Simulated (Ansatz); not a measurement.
Na2S under changes of volume

One of the cells (23.385 Å³/atom); the others are scaled copies at fixed shape and fractional positions:

```xyz
3
Lattice="0.0000 3.2735 3.2735 3.2735 0.0000 3.2735 3.2735 3.2735 0.0000" Properties=species:S:1:pos:R:3 pbc="T T T"
S     0.0000    0.0000    0.0000
Na    4.9102    4.9102    4.9102
Na    1.6367    1.6367    1.6367
```

```yaml
Program: Ansatz 0.2.0
Functional: PBEsol
Potentials_or_basis: all-electron LAPW, scalar-relativistic
Cutoff: 143 eV (chosen from the basis error)
Basis_error_allowed: 0.002 eV/atom
k_mesh: 7 × 7 × 7
Occupations: fermi-dirac, width 0.05 eV
Spin: no spin polarisation
```

```csv
volume (Å³/atom),energy over the lowest point (meV/atom),pressure (GPa),gap on the mesh (eV)
21.982,?,?,?
22.450,0.86,0.6,2.49
22.918,0.00,0.0,2.43
23.385,0.91,-0.6,2.36
23.853,3.38,-1.1,2.30
24.321,7.26,-1.6,2.24
24.789,12.41,-2.0,2.18
```

Problem. What does the run at 21.982 Å³/atom give?

Solution. Energy over the lowest point 3.66 meV/atom; pressure 1.3 GPa; gap on the mesh 2.56 eV.

Worked out: A Birch-Murnaghan fit of order 3 (a polynomial in V^(-2/3)) to the other rows has its minimum at 22.90 Å³/atom with B0 = V·E''(V) = 30 GPa and B' = 4.4. It gives 3.68 meV/atom at 21.982 Å³/atom, against the run's 3.66, and -dE/dV = 1.3 GPa, against 1.3. A straight line through the other rows of the gap, of slope -3.14 eV per unit of ln V (its deformation potential), extrapolates to 2.56 eV, against the run's 2.56.

Energies are extrapolated to zero smearing.
